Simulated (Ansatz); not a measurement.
Start of a relaxation of CdHg2Te3:

```
Cd Hg Te
1.0
    -2.20433    2.20433    9.35220
     2.20433   -2.20433    9.35220
     2.20433    2.20433   -9.35220
Cd Hg Te
1 2 3
Direct
  0.50000 0.50000 0.00000
  0.83333 0.83333 0.00000
  0.16667 0.16667 0.00000
  0.66667 0.66667 0.00000
  0.00000 0.00000 0.00000
  0.33333 0.33333 0.00000
```

Theory: DFT PBE, scalar-relativistic, plane waves, PAW in Ansatz 0.2.0. Cutoff 420 eV, Gaussian smearing, Γ-centred meshes. Cell and atoms relax on a converged mesh. In metals the finer mesh still leaves noise of several meV/atom or more. The steps can't lower the symmetry of their start. No spin polarisation.

A guess keeps its type if space group and coordination stay and the shape of the cell changes little (axis ratios within about 15 %, angles within 6°); the volume may change.

**Question.** Does it keep its structure type, or change into something else?

**Answer.** It keeps its type. The symmetry stays I4/mmm (No. 139). The volume per atom shrinks by 4.5 %, from 30.3 to 28.9 Å³. The shortest distance goes from 3.12 Å (Cd–Te and Hg–Te) to 3.04 Å (Cd–Te). The ratio c/a of the conventional cell changes by a factor of 1.01. Counting neighbours within 15 % of an atom's shortest distance, the start has Cd 6, Hg 6, Te 6 and the end Cd 6, Hg 6, Te 6.

The zero of energy is the elements' standard structures at the same level; no fitted shifts are applied. The references include crystalline Hg.

**Question.** At what energy does it end?

**Answer.** −0.11 eV/atom.

The last run used a 12×12×12 mesh for its 6-atom cell and Gaussian smearing of 0.10 eV. Spin–orbit coupling, which can matter for Hg and Te, is left out. The reference form of Te is held partly by dispersion forces, which this level lacks. A structure relaxed within its symmetry needn't be a true minimum. Another cell of CdHg2Te3 relaxed alike, in P6_3mc, lies 154 meV/atom lower, so this cell isn't the stable form at this level.
